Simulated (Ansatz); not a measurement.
Ansatz input file:

```yaml
crystal:
  lattice:
    - [9.0, 0.0, 0.0]
    - [0.0, 9.3, 0.0]
    - [0.0, 0.0, 4.6011645634]
  atoms:
    - { symbol: Li, position: [0.5, 0.5, 0.0], spin: 0.5 }
    - { symbol: Cl, position: [0.5, 0.5, 0.5], spin: 0.5 }
basis:
  ecutwfc: 500
kpoints:
  mp_grid: { grid: [1, 1, 14] }
hamiltonian:
  xc: r2scan
scf:
  occupations: { method: gaussian, width: 0.05 }
output:
  forces: true
  stress: true
  eigenvalues: true
  populations: true
  write_density: true
  write_potential: true
  elf: true
  volumetric_format: npy
magnetization:
  spin_polarized: true
relax:
  adjacent_minimum: "off"
  f_tol: 0.01
  max_steps: 45
  cell: { fix: [a, b, alpha, beta, gamma], stress_tol: 0.03 }
```

Command:
```bash
ansatz run input.yaml --threads 2 --pin off --max-ram 5120MiB --backend cpu --events-out ev --progress --plain --runs-dir out
```

Computed with Ansatz 0.2.0, DFT r2SCAN, scalar-relativistic, plane waves, PAW.

From the run's log, abridged:

```
Pseudopotentials: kind: paw
Pseudopotential: Li, paw, valence charge 3, recommended cutoff 500 eV (meta_gga)
Pseudopotential: Cl, paw, valence charge 7, recommended cutoff 500 eV (meta_gga)
Functional definition: r2SCAN
Crystal: 2 atoms, lattice volume = 385.117 Å³
Basis set: ecut = 500 eV, 9757 PW (Γ), exchange–correlation on 288×288×144 points (64 copies of the dense FFT grid, shifted against one another)
Bands: 10, of which v1, the nominal top of the filled ones, is band 5 counted from 1 (4 counted from 0)
Symmetry: 8 space group operations
Space group: Pmmm (ITA 47), of the structure as read, at distance tolerance 7.3e-5 Å
Magnetic group: BNS 47.249 (UNI 347), of the structure as read, at distance tolerance 7.3e-5 Å
k-points: 8 of 14
Initial density: superposition of atomic densities (neutral atoms: chi_scale 0, normalization atom)
Starting moments: Σ|m| = 1 μB on 2 of 2 sites
Initial wavefunctions: pseudopotential atomic-orbital guess
Functional: x = r2scan, c = r2scan; τ floored in thin density (d = 2e-4 eV/Å³)
SCF iter   1: F=—  HF=-1292.008935 eV  |F-HF|=—  |Δ(HF+E_count)|=         —  Δρ=1.49e-2 (↑1.18e-2 ↓1.49e-2) dr2=1.65e0  dr2_τ=1.53e-2  dr2_m=5.10e-1  M=0.000 μB ∫|m|=0.057 μB  β_m=0.30  ethr=3.10e-3  ⟨swp⟩=6.2  Hψ=1218  notcnv=0
SCF iter   2: F=—  HF=-1291.709197 eV  |F-HF|=—  |Δ(HF+E_count)|=   3.00e-1  Δρ=9.39e-3 (↑8.38e-3 ↓9.39e-3) dr2=3.43e-1  dr2_τ=9.19e-3  dr2_m=2.52e-1  M=0.000 μB ∫|m|=0.047 μB  β_m=0.30  ethr=3.10e-3  ⟨swp⟩=2.3  Hψ=419  notcnv=0  defer=16  κ⁻¹=1.0e0(r=1)
SCF iter   3: F=—  HF=-1291.761133 eV  |F-HF|=—  |Δ(HF+E_count)|=   5.19e-2  Δρ=6.34e-3 (↑6.34e-3 ↓6.13e-3) dr2=5.85e-2  dr2_τ=3.86e-3  dr2_m=1.26e-1  M=0.000 μB ∫|m|=0.034 μB  β_m=0.30  ethr=3.10e-3  ⟨swp⟩=3.2  Hψ=299  notcnv=0  defer=16  κ⁻¹=1.5e-2(r=2)
SCF iter   4: F=—  HF=-1291.855700 eV  |F-HF|=—  |Δ(HF+E_count)|=   9.46e-2  Δρ=4.30e-3 (↑4.30e-3 ↓4.20e-3) dr2=9.65e-4  dr2_τ=1.34e-3  dr2_m=6.35e-2  M=0.000 μB ∫|m|=0.027 μB  β_m=0.30  ethr=5.85e-4  ⟨swp⟩=3.7  Hψ=407  notcnv=0  defer=16  κ⁻¹=1.0e-4(r=3)
SCF iter   5: F=—  HF=-1291.881138 eV  |F-HF|=—  |Δ(HF+E_count)|=   2.54e-2  Δρ=3.05e-3 (↑3.00e-3 ↓3.05e-3) dr2=3.25e-4  dr2_τ=6.88e-4  dr2_m=3.22e-2  M=0.000 μB ∫|m|=0.020 μB  β_m=0.30  ethr=9.65e-6  ⟨swp⟩=2.8  Hψ=310  notcnv=0  defer=16  κ⁻¹=8.3e-6(r=4)
SCF iter   6: F=—  HF=-1291.893514 eV  |F-HF|=—  |Δ(HF+E_count)|=   1.24e-2  Δρ=2.15e-3 (↑2.15e-3 ↓2.15e-3) dr2=1.43e-5  dr2_τ=3.42e-4  dr2_m=1.63e-2  M=0.000 μB ∫|m|=0.016 μB  β_m=0.30  ethr=3.25e-6  ⟨swp⟩=2.0  Hψ=306  notcnv=0  defer=16
Mixer restart at iter 6: flushing history
spin-set hold released at iteration 6 (site moments contracting): the magnetisation degrees of freedom join the quasi-Newton model from the next iteration; the mixer history was flushed
SCF iter   7: F=—  HF=-1291.900126 eV  |F-HF|=—  |Δ(HF+E_count)|=   6.61e-3  Δρ=1.53e-3 (↑1.53e-3 ↓1.53e-3) dr2=8.66e-6  dr2_τ=1.73e-4  dr2_m=8.28e-3  M=0.000 μB ∫|m|=0.012 μB  β_m=0.30  ethr=1.43e-7  ⟨swp⟩=2.0  Hψ=302  notcnv=0  defer=16  κ⁻¹=1.0e0(r=1)
SCF iter   8: F=—  HF=-1291.908012 eV  |F-HF|=—  |Δ(HF+E_count)|=   7.89e-3  Δρ=5.65e-5 (↑5.65e-5 ↓4.06e-5) dr2=2.32e-6  dr2_τ=3.12e-7  dr2_m=8.05e-6  M=0.000 μB ∫|m|=0.003 μB  β_m=0.30  ethr=8.66e-8  ⟨swp⟩=3.3  Hψ=390  notcnv=0  defer=16  κ⁻¹=1.5e-4(r=2)
SCF iter   9: F=—  HF=-1291.908056 eV  |F-HF|=—  |Δ(HF+E_count)|=   4.40e-5  Δρ=3.80e-5 (↑3.80e-5 ↓3.22e-5) dr2=3.49e-7  dr2_τ=1.83e-7  dr2_m=4.30e-6  M=0.000 μB ∫|m|=0.003 μB  β_m=0.30  ethr=2.32e-8  ⟨swp⟩=2.0  Hψ=327  notcnv=0  defer=16  κ⁻¹=1.5e-4(r=3)
SCF iter  10: F=—  HF=-1291.908091 eV  |F-HF|=—  |Δ(HF+E_count)|=   3.47e-5  Δρ=1.66e-5 (↑1.06e-5 ↓1.66e-5) dr2=3.01e-7  dr2_τ=2.93e-8  dr2_m=6.39e-7  M=0.000 μB ∫|m|=0.001 μB  β_m=0.30  ethr=1.00e-9  ⟨swp⟩=16.2  Hψ=1728  notcnv=0  κ⁻¹=8.4e-6(r=4)
SCF iter  11: F=—  HF=-1291.908093 eV  |F-HF|=—  |Δ(HF+E_count)|=   2.36e-6  Δρ=6.35e-6 (↑5.61e-6 ↓6.35e-6) dr2=7.08e-9  dr2_τ=2.43e-9  dr2_m=1.25e-7  M=0.000 μB ∫|m|=0.000 μB  β_m=0.30  ethr=1.00e-9  ⟨swp⟩=7.1  Hψ=966  notcnv=0  κ⁻¹=4.1e-6(r=5)
SCF iter  12: F=—  HF=-1291.908093 eV  |F-HF|=—  |Δ(HF+E_count)|=   1.23e-7  Δρ=3.34e-6 (↑3.34e-6 ↓3.11e-6) dr2=5.89e-9  dr2_τ=7.82e-10  dr2_m=3.60e-8  M=0.000 μB ∫|m|=0.000 μB  β_m=0.30  ethr=7.08e-11  ⟨swp⟩=9.1  Hψ=993  notcnv=0  κ⁻¹=5.7e-7(r=6)
SCF iter  13: F=—  HF=-1291.908093 eV  |F-HF|=—  |Δ(HF+E_count)|=   2.10e-7  Δρ=3.43e-7 (↑2.19e-7 ↓3.43e-7) dr2=2.27e-10  dr2_τ=7.60e-12  dr2_m=2.30e-10  M=0.000 μB ∫|m|=0.000 μB  β_m=0.30  ethr=5.89e-11  ⟨swp⟩=8.6  Hψ=982  notcnv=0  κ⁻¹=1.0e-8(r=7)
SCF iter  14: F=—  HF=-1291.908093 eV  |F-HF|=—  |Δ(HF+E_count)|=   2.25e-9  Δρ=2.10e-7 (↑1.09e-7 ↓2.10e-7) dr2=1.50e-10  dr2_τ=3.34e-12  dr2_m=7.05e-11  M=0.000 μB ∫|m|=0.000 μB  β_m=0.30  ethr=2.27e-12  ⟨swp⟩=6.1  Hψ=583  notcnv=0  κ⁻¹=4.0e-9(r=8)
SCF iter  15: F=-1291.908093 eV  HF=-1291.908093 eV  |F-HF|=2.30e-11  |Δ(HF+E_count)|=  7.64e-10  Δρ=5.22e-8 (↑3.38e-8 ↓5.22e-8) dr2=2.31e-12  dr2_τ=1.67e-13  dr2_m=6.19e-12  M=0.000 μB ∫|m|=0.000 μB  ethr=1.50e-12  ⟨swp⟩=6.0  Hψ=578  notcnv=0
WARN: the starting moments were not kept: the SCF closed with an absolute magnetisation of 2.5e-6 μB, where they sum to 1 μB in size (2 sites). That is at most 0.1 of that sum. Measured as dr2_m measures the in/out step, that magnetisation stands 1.7e-12 eV from none, at or under the dr2_threshold of 1.0e-7 eV: it is no larger than a step whose dr2_m would equal this threshold. The system may hold no moment; this SCF shows only that its start led to no more than that. To try another start: raise the starting moments (crystal.atoms[].spin, magnetization.per_species, magnetization.initial_magnetization, or on a non-collinear deck that types none of these the spinor_matrix: blocks that start it ...
SCF 1 converged in 15 iterations: F = -1291.908093 eV  dr2 = 2.31e-12
relax step   1: F+E_penalty+E_count = -1291.90809334 eV  Δ(F+E_penalty+E_count) = +0.000e0 eV  max|allowed force component| = 4.575e-29 eV/Å  Δτ_max = 0.0000 Å  P = -0.305 GPa  Ω = 385.117 Å³  fix = [a, b, alpha, beta, gamma]  reactions: a +0.003, b +0.002 GPa (15 SCF iters, accepted)
Crystal: 2 atoms, lattice volume = 377.521 Å³
Basis set: ecut = 500 eV, 9577 PW (Γ), exchange–correlation on 288×288×144 points (64 copies of the dense FFT grid, shifted against one another)
Initial density: handed on by an earlier stage of this run
Starting moments: Σ|m| = 1 μB on 2 of 2 sites; this step starts from the density that it was given
Initial wavefunctions: those handed on with the density
SCF iter   1: F=—  HF=-1291.941834 eV  |F-HF|=—  |Δ(HF+E_count)|=         —  Δρ=3.51e-4 (↑2.41e-4 ↓3.51e-4) dr2=1.09e-3  dr2_τ=3.31e-4  dr2_m=1.68e-4  M=0.000 μB ∫|m|=0.002 μB  β_m=0.30  ethr=1.06e-5  ⟨swp⟩=2.2  Hψ=1514  notcnv=0
SCF iter   2: F=—  HF=-1291.944959 eV  |F-HF|=—  |Δ(HF+E_count)|=   3.12e-3  Δρ=2.39e-4 (↑1.70e-4 ↓2.39e-4) dr2=4.73e-4  dr2_τ=5.70e-6  dr2_m=8.36e-5  M=0.000 μB ∫|m|=0.002 μB  β_m=0.30  ethr=1.06e-5  ⟨swp⟩=3.0  Hψ=363  notcnv=0  κ⁻¹=1.0e0(r=1)
SCF iter   3: F=—  HF=-1291.945254 eV  |F-HF|=—  |Δ(HF+E_count)|=   2.95e-4  Δρ=1.10e-4 (↑7.87e-5 ↓1.10e-4) dr2=8.22e-5  dr2_τ=1.86e-6  dr2_m=2.21e-5  M=0.000 μB ∫|m|=0.001 μB  β_m=0.30  ethr=4.73e-6  ⟨swp⟩=3.0  Hψ=302  notcnv=0  κ⁻¹=2.4e-1(r=2)
   ...
Crystal: 2 atoms, lattice volume = 364.624 Å³
Basis set: ecut = 500 eV, 9267 PW (Γ), exchange–correlation on 288×288×144 points (64 copies of the dense FFT grid, shifted against one another)
SCF iter   1: F=—  HF=-1291.972338 eV  |F-HF|=—  |Δ(HF+E_count)|=         —  Δρ=2.67e-4 (↑1.81e-4 ↓2.67e-4) dr2=6.29e-4  dr2_τ=1.74e-4  dr2_m=8.29e-5  M=0.000 μB ∫|m|=0.002 μB  β_m=0.30  ethr=4.97e-6  ⟨swp⟩=2.4  Hψ=1465  notcnv=0
SCF iter   2: F=—  HF=-1291.974339 eV  |F-HF|=—  |Δ(HF+E_count)|=   2.00e-3  Δρ=1.82e-4 (↑1.25e-4 ↓1.82e-4) dr2=2.70e-4  dr2_τ=2.34e-6  dr2_m=4.13e-5  M=0.000 μB ∫|m|=0.001 μB  β_m=0.30  ethr=4.97e-6  ⟨swp⟩=2.1  Hψ=321  notcnv=0  κ⁻¹=1.0e0(r=1)
SCF iter   3: F=—  HF=-1291.974444 eV  |F-HF|=—  |Δ(HF+E_count)|=   1.05e-4  Δρ=7.15e-5 (↑5.03e-5 ↓7.15e-5) dr2=3.02e-5  dr2_τ=5.71e-7  dr2_m=8.72e-6  M=0.000 μB ∫|m|=0.001 μB  β_m=0.30  ethr=2.70e-6  ⟨swp⟩=3.0  Hψ=320  notcnv=0  κ⁻¹=2.5e-1(r=2)
SCF iter   4: F=—  HF=-1291.974535 eV  |F-HF|=—  |Δ(HF+E_count)|=   9.03e-5  Δρ=2.40e-5 (↑2.23e-5 ↓2.40e-5) dr2=2.64e-6  dr2_τ=7.94e-8  dr2_m=1.12e-6  M=0.000 μB ∫|m|=0.000 μB  β_m=0.30  ethr=3.02e-7  ⟨swp⟩=2.1  Hψ=321  notcnv=0  κ⁻¹=5.8e-3(r=3)
SCF iter   5: F=—  HF=-1291.974547 eV  |F-HF|=—  |Δ(HF+E_count)|=   1.23e-5  Δρ=9.61e-6 (↑9.61e-6 ↓7.15e-6) dr2=3.12e-7  dr2_τ=5.92e-9  dr2_m=1.30e-7  M=0.000 μB ∫|m|=0.000 μB  β_m=0.30  ethr=2.64e-8  ⟨swp⟩=2.0  Hψ=320  notcnv=0  κ⁻¹=2.1e-4(r=4)
SCF iter   6: F=—  HF=-1291.974548 eV  |F-HF|=—  |Δ(HF+E_count)|=   7.59e-7  Δρ=2.68e-6 (↑2.68e-6 ↓2.38e-6) dr2=1.58e-8  dr2_τ=9.76e-10  dr2_m=1.62e-8  M=0.000 μB ∫|m|=0.000 μB  β_m=0.30  ethr=1.57e-9  ⟨swp⟩=10.8  Hψ=1184  notcnv=0  κ⁻¹=5.0e-5(r=5)
SCF iter   7: F=—  HF=-1291.974548 eV  |F-HF|=—  |Δ(HF+E_count)|=   1.08e-7  Δρ=1.02e-6 (↑1.02e-6 ↓1.01e-6) dr2=3.22e-10  dr2_τ=7.98e-11  dr2_m=3.28e-9  M=0.000 μB ∫|m|=0.000 μB  β_m=0.30  ethr=1.58e-10  ⟨swp⟩=8.1  Hψ=961  notcnv=0  κ⁻¹=1.6e-6(r=6)
SCF iter   8: F=—  HF=-1291.974548 eV  |F-HF|=—  |Δ(HF+E_count)|=   7.54e-9  Δρ=4.20e-7 (↑4.20e-7 ↓3.76e-7) dr2=3.71e-11  dr2_τ=1.24e-11  dr2_m=5.16e-10  M=0.000 μB ∫|m|=0.000 μB  β_m=0.30  ethr=3.22e-12  ⟨swp⟩=7.2  Hψ=884  notcnv=0  κ⁻¹=6.9e-7(r=7)
SCF iter   9: F=—  HF=-1291.974548 eV  |F-HF|=—  |Δ(HF+E_count)|=   1.52e-9  Δρ=1.07e-7 (↑1.07e-7 ↓9.70e-8) dr2=9.36e-12  dr2_τ=1.31e-12  dr2_m=3.03e-11  M=0.000 μB ∫|m|=0.000 μB  β_m=0.30  ethr=1.00e-12  ⟨swp⟩=7.0  Hψ=868  notcnv=0  κ⁻¹=3.2e-8(r=8)
SCF iter  10: F=-1291.974548 eV  HF=-1291.974548 eV  |F-HF|=3.52e-11  |Δ(HF+E_count)|=  1.01e-10  Δρ=5.75e-8 (↑5.75e-8 ↓4.74e-8) dr2=2.45e-12  dr2_τ=3.40e-13  dr2_m=8.16e-12  M=0.000 μB ∫|m|=0.000 μB  ethr=1.00e-12  ⟨swp⟩=5.1  Hψ=527  notcnv=0
the starting moments were not kept: the SCF closed with an absolute magnetisation of 3.3e-6 μB, where they sum to 1 μB in size (2 sites). That is at most 0.1 of that sum. Measured as dr2_m measures the in/out step, that magnetisation stands 2.1e-12 eV from none, at or under the dr2_threshold of 1.6e-7 eV: it is no larger than a step whose dr2_m would equal this threshold.
SCF 4 converged in 10 iterations: F = -1291.974548 eV  dr2 = 2.45e-12
relax step   4: F+E_penalty+E_count = -1291.97454773 eV  Δ(F+E_penalty+E_count) = -3.133e-3 eV  max|allowed force component| = 1.578e-30 eV/Å  Δτ_max = 0.0000 Å  P = -0.012 GPa  Ω = 364.624 Å³  energy of the carried Pulay correction = +1.690e-4 eV  fix = [a, b, alpha, beta, gamma]  reactions: a +0.003, b +0.002 GPa (10 SCF iters, dr2 threshold 1.57e-7 eV, accepted)
Crystal: 2 atoms, lattice volume = 363.951 Å³
Basis set: ecut = 500 eV, 9239 PW (Γ), exchange–correlation on 288×288×144 points (64 copies of the dense FFT grid, shifted against one another)
SCF iter   1: F=—  HF=-1291.974588 eV  |F-HF|=—  |Δ(HF+E_count)|=         —  Δρ=3.55e-5 (↑2.40e-5 ↓3.55e-5) dr2=1.11e-5  dr2_τ=3.08e-6  dr2_m=1.47e-6  M=0.000 μB ∫|m|=0.000 μB  β_m=0.30  ethr=4.43e-8  ⟨swp⟩=3.1  Hψ=1455  notcnv=0
SCF iter   2: F=—  HF=-1291.974617 eV  |F-HF|=—  |Δ(HF+E_count)|=   2.88e-5  Δρ=2.40e-5 (↑1.66e-5 ↓2.40e-5) dr2=4.66e-6  dr2_τ=4.27e-8  dr2_m=7.31e-7  M=0.000 μB ∫|m|=0.000 μB  β_m=0.30  ethr=4.43e-8  ⟨swp⟩=2.0  Hψ=320  notcnv=0  κ⁻¹=1.0e0(r=1)
SCF iter   3: F=—  HF=-1291.974647 eV  |F-HF|=—  |Δ(HF+E_count)|=   3.00e-5  Δρ=1.01e-5 (↑7.11e-6 ↓1.01e-5) dr2=6.33e-7  dr2_τ=1.14e-8  dr2_m=1.73e-7  M=0.000 μB ∫|m|=0.000 μB  β_m=0.30  ethr=3.02e-8  ⟨swp⟩=2.5  Hψ=310  notcnv=0  κ⁻¹=2.3e-1(r=2)
SCF iter   4: F=—  HF=-1291.974648 eV  |F-HF|=—  |Δ(HF+E_count)|=   1.08e-6  Δρ=3.01e-6 (↑2.97e-6 ↓3.01e-6) dr2=4.19e-8  dr2_τ=1.24e-9  dr2_m=1.81e-8  M=0.000 μB ∫|m|=0.000 μB  β_m=0.30  ethr=4.10e-9  ⟨swp⟩=2.0  Hψ=224  notcnv=0  κ⁻¹=3.9e-3(r=3)
SCF iter   5: F=—  HF=-1291.974648 eV  |F-HF|=—  |Δ(HF+E_count)|=   1.17e-7  Δρ=1.22e-6 (↑1.22e-6 ↓8.51e-7) dr2=5.58e-9  dr2_τ=8.71e-11  dr2_m=1.84e-9  M=0.000 μB ∫|m|=0.000 μB  β_m=0.30  ethr=2.72e-10  ⟨swp⟩=2.0  Hψ=240  notcnv=0  κ⁻¹=2.3e-4(r=4)
SCF iter   6: F=—  HF=-1291.974648 eV  |F-HF|=—  |Δ(HF+E_count)|=   9.69e-9  Δρ=5.17e-7 (↑5.17e-7 ↓4.25e-7) dr2=7.32e-10  dr2_τ=3.77e-11  dr2_m=4.84e-10  M=0.000 μB ∫|m|=0.000 μB  β_m=0.30  ethr=2.73e-11  ⟨swp⟩=7.8  Hψ=950  notcnv=0  κ⁻¹=1.4e-4(r=5)
SCF iter   7: F=—  HF=-1291.974648 eV  |F-HF|=—  |Δ(HF+E_count)|=   4.83e-9  Δρ=1.38e-7 (↑1.18e-7 ↓1.38e-7) dr2=1.05e-11  dr2_τ=1.38e-12  dr2_m=5.18e-11  M=0.000 μB ∫|m|=0.000 μB  β_m=0.30  ethr=4.75e-12  ⟨swp⟩=7.0  Hψ=889  notcnv=0  κ⁻¹=5.0e-6(r=6)
SCF iter   8: F=—  HF=-1291.974648 eV  |F-HF|=—  |Δ(HF+E_count)|=  1.06e-10  Δρ=9.14e-8 (↑9.14e-8 ↓8.72e-8) dr2=2.20e-12  dr2_τ=6.01e-13  dr2_m=2.54e-11  M=0.000 μB ∫|m|=0.000 μB  β_m=0.30  ethr=1.00e-12  ⟨swp⟩=5.2  Hψ=523  notcnv=0  κ⁻¹=7.7e-7(r=7)
SCF iter   9: F=-1291.974648 eV  HF=-1291.974648 eV  |F-HF|=1.59e-12  |Δ(HF+E_count)|=  6.89e-11  Δρ=1.36e-8 (↑1.36e-8 ↓1.23e-8) dr2=1.52e-13  dr2_τ=2.13e-14  dr2_m=4.89e-13  M=0.000 μB ∫|m|=0.000 μB  ethr=1.00e-12  ⟨swp⟩=6.0  Hψ=580  notcnv=0
the starting moments were not kept: the SCF closed with an absolute magnetisation of 8.2e-7 μB, where they sum to 1 μB in size (2 sites). That is at most 0.1 of that sum. Measured as dr2_m measures the in/out step, that magnetisation stands 1.3e-13 eV from none, at or under the dr2_threshold of 4.2e-9 eV: it is no larger than a step whose dr2_m would equal this threshold.
SCF 5 converged in 9 iterations: F = -1291.974648 eV  dr2 = 1.52e-13
relax step   5: F+E_penalty+E_count = -1291.97464813 eV  Δ(F+E_penalty+E_count) = -1.004e-4 eV  max|allowed force component| = 3.155e-30 eV/Å  Δτ_max = 0.0000 Å  P = +0.000 GPa  Ω = 363.951 Å³  energy of the carried Pulay correction = +1.747e-4 eV  fix = [a, b, alpha, beta, gamma]  reactions: a +0.003, b +0.002 GPa (9 SCF iters, accepted)
Basis set: ecut = 500 eV, 9239 PW (Γ), exchange–correlation on 288×288×128 points (64 copies of the dense FFT grid, shifted against one another)
Initial wavefunctions: pseudopotential atomic-orbital guess (no wavefunctions were taken with the density)
SCF iter   1: F=—  HF=-1291.974448 eV  |F-HF|=—  |Δ(HF+E_count)|=         —  Δρ=9.16e-6 (↑9.16e-6 ↓9.16e-6) dr2=1.10e-7  dr2_τ=1.92e-7  dr2_m=4.98e-13  M=0.000 μB ∫|m|=0.000 μB  β_m=0.30  ethr=1.18e-6  ⟨swp⟩=3.0  Hψ=1628  notcnv=0
SCF iter   2: F=—  HF=-1291.974476 eV  |F-HF|=—  |Δ(HF+E_count)|=   2.76e-5  Δρ=6.50e-6 (↑6.50e-6 ↓6.50e-6) dr2=5.48e-8  dr2_τ=1.68e-8  dr2_m=2.86e-13  M=0.000 μB ∫|m|=0.000 μB  β_m=0.30  ethr=1.10e-9  ⟨swp⟩=2.1  Hψ=242  notcnv=0  κ⁻¹=1.0e0(r=1)
SCF iter   3: F=—  HF=-1291.974476 eV  |F-HF|=—  |Δ(HF+E_count)|=   5.39e-7  Δρ=3.00e-6 (↑3.00e-6 ↓3.00e-6) dr2=1.18e-8  dr2_τ=3.73e-9  dr2_m=1.23e-13  M=0.000 μB ∫|m|=0.000 μB  β_m=0.30  ethr=5.48e-10  ⟨swp⟩=2.8  Hψ=262  notcnv=0  κ⁻¹=1.1e-1(r=2)
SCF iter   4: F=—  HF=-1291.974476 eV  |F-HF|=—  |Δ(HF+E_count)|=   1.43e-7  Δρ=1.50e-7 (↑1.48e-7 ↓1.50e-7) dr2=9.12e-11  dr2_τ=2.93e-12  dr2_m=2.61e-14  M=0.000 μB ∫|m|=0.000 μB  β_m=0.30  ethr=1.18e-10  ⟨swp⟩=2.0  Hψ=240  notcnv=0  κ⁻¹=1.9e-3(r=3)
SCF iter   5: F=—  HF=-1291.974476 eV  |F-HF|=—  |Δ(HF+E_count)|=   2.01e-9  Δρ=9.18e-8 (↑9.09e-8 ↓9.18e-8) dr2=2.79e-11  dr2_τ=1.10e-12  dr2_m=1.52e-14  M=0.000 μB ∫|m|=0.000 μB  β_m=0.30  ethr=1.00e-12  ⟨swp⟩=3.0  Hψ=234  notcnv=0  κ⁻¹=9.9e-5(r=4)
SCF iter   6: F=-1291.974476 eV  HF=-1291.974476 eV  |F-HF|=2.86e-11  |Δ(HF+E_count)|=  1.06e-10  Δρ=3.75e-8 (↑3.74e-8 ↓3.75e-8) dr2=4.85e-12  dr2_τ=2.73e-13  dr2_m=5.58e-15  M=0.000 μB ∫|m|=0.000 μB  ethr=1.00e-12  ⟨swp⟩=4.2  Hψ=632  notcnv=0
the starting moments were not kept: the SCF closed with an absolute magnetisation of 8.5e-8 μB, where they sum to 1 μB in size (2 sites). That is at most 0.1 of that sum. Measured as dr2_m measures the in/out step, that magnetisation stands 1.5e-15 eV from none, at or under the dr2_threshold of 7.2e-12 eV: it is no larger than a step whose dr2_m would equal this threshold.
SCF 6 converged in 6 iterations: F = -1291.974476 eV  dr2 = 4.85e-12
WARN: The output density's exchange-correlation potential varies sharply where the density is thin. Do not read a vacuum level from v_tot or v_xc, or from such a field of the output density. On a cell that repeats whose density bears no net charge and no dipole along the vacuum's axis use v_es (v_loc + v_h of the components); under efield.dipole_correction with no amplitude use v_es + v_field, which holds any external_charges[].barrier, or the levels of the report's work_function block, which leave it out; under a non-zero efield.amplitude the vacuum is tilted and has no level; on a cell that repeats and bears such a dipole with no correction it is tilted too, and efield.dipole_correction wi ...
SCF converged after 6 iterations
Stability not checked: this state was not tested for a lower state beside it, because the mixer in use, unlike msr1, does not test its closes by its own steps (another_mixer; see scf.mixing.algorithm and scf.lower_state_search)
Magnetization: 0.0000 μB (5.0000 up, 5.0000 down)
Absolute magnetization: 0.0000 μB (∫|ρ↑−ρ↓|, with the PAW one-centre terms)
Spin contamination: 0.0000 ħ² per cell (⟨S²⟩ above its minimum at these occupations)
Per-site moments (μB) at R_I (Å): [(3.15757039e-9, 0.89683208), (-4.14128331e-8, 0.89683208)]
Free energy (F): -1291.974476 eV
Harris-Foulkes:  -1291.974476 eV  (|F-HF|=2.86e-11)
Internal energy: -1291.974476 eV  (E = F + TS)
E sigma→0 (E₀):  -1291.974476 eV
Fermi energy:    -3.306368 eV
--- Per-component energies (eV) ---
  E_band       = -183.769101
  E_kinetic    = 182.919352
  E_local      = -1058.602738  (includes V_loc(G=0)·N_el)
  E_nonlocal   = -4.891960
  E_hartree    = 424.989552
  E_xc         = -114.585662
  E_vxc        = -150.672198  (∫ρ·V_xc dr)
  E_paw        = -688.540503  (= ΣΔE_a)
  E_vpaw       = -11.450472  (= ΣTr[D̂ρ^β])
  E_aug_tail   = -0.000067  (compensation charges beyond the density's cutoff)
  E_vtau       = 8.949889  (kinetic-family band-sum trace: ∫τ·v_τ [+ j·A + Jᵃ·Aᵃ] dr)
  E_ewald      = -33.126045
  E_core_change = -0.136407  (= ΣΔE_core)
  E_smearing   =  0.000000  (= −TS)
--- Forces (eV/Å), atoms counted from 1 ---
  atom   1  Li     0.00000000     0.00000000     0.00000000
  atom   2  Cl     0.00000000     0.00000000     0.00000000
--- Stress (GPa, compression-positive) ---
        0.002592       0.000000       0.000000
        0.000000       0.001732       0.000000
        0.000000       0.000000      -0.004144
  P = ⅓ Tr σ = 0.0001 GPa (0.001 kbar)
--- Band table (eV; the first three rows and the last of 16) ---
  k-point 0 ↑: bands = ["-51.4879", "-19.1718", "-7.8555", "-6.7973", "-6.7971", "0.0158", "1.9084", "1.9659", "2.0098", "2.0680"]
  k-point 1 ↑: bands = ["-51.4879", "-19.1747", "-7.8469", "-6.7894", "-6.7892", "0.0640", "1.9182", "2.0091", "2.0164", "2.1127"]
  k-point 2 ↑: bands = ["-51.4879", "-19.1828", "-7.8225", "-6.7669", "-6.7667", "0.2076", "1.9370", "2.0245", "2.1376", "2.2476"]
  k-point 7 ↓: bands = ["-51.4876", "-19.2293", "-7.6804", "-6.6289", "-6.6288", "1.6611", "1.6777", "2.0766", "2.3411", "3.9709"]
--- Relaxed structure (5 steps of the walk, 5 accepted, 1 SCFs on fresh bases) ---
  F+E_penalty+E_count = -1291.97447640 eV   max|allowed force component| = 1.578e-30 eV/Å   (the final SCF, on the basis selected at the relaxed cell)
  cell:  # Å, volume = 363.9508 Å³
    - [9.0, -4.70280180e-140, 6.82083281e-112]
    - [-4.85956186e-140, 9.3, 2.74452876e-128]
    - [3.48708602e-112, 1.35785252e-128, 4.34827675]
  atoms:
    - { symbol: Li, position: [0.5, 0.5, 0.0] }
    - { symbol: Cl, position: [0.5, 0.5, 0.5] }
--- Löwdin populations: 2 sites ---
  site symbol q [e]    m [muB]
     0     Li      2.1827     0.0000
     1     Cl      7.7664     0.0000
  spilling = 0.005093 (of n_electrons = 10.000000)
```

The relaxation met its thresholds.

It took 110 s on 2 threads of Intel(R) Xeon(R) Platinum 8259CL CPU @ 2.50GHz (Skylake/Cascade Lake) (shared host), peak memory 1.4 GiB.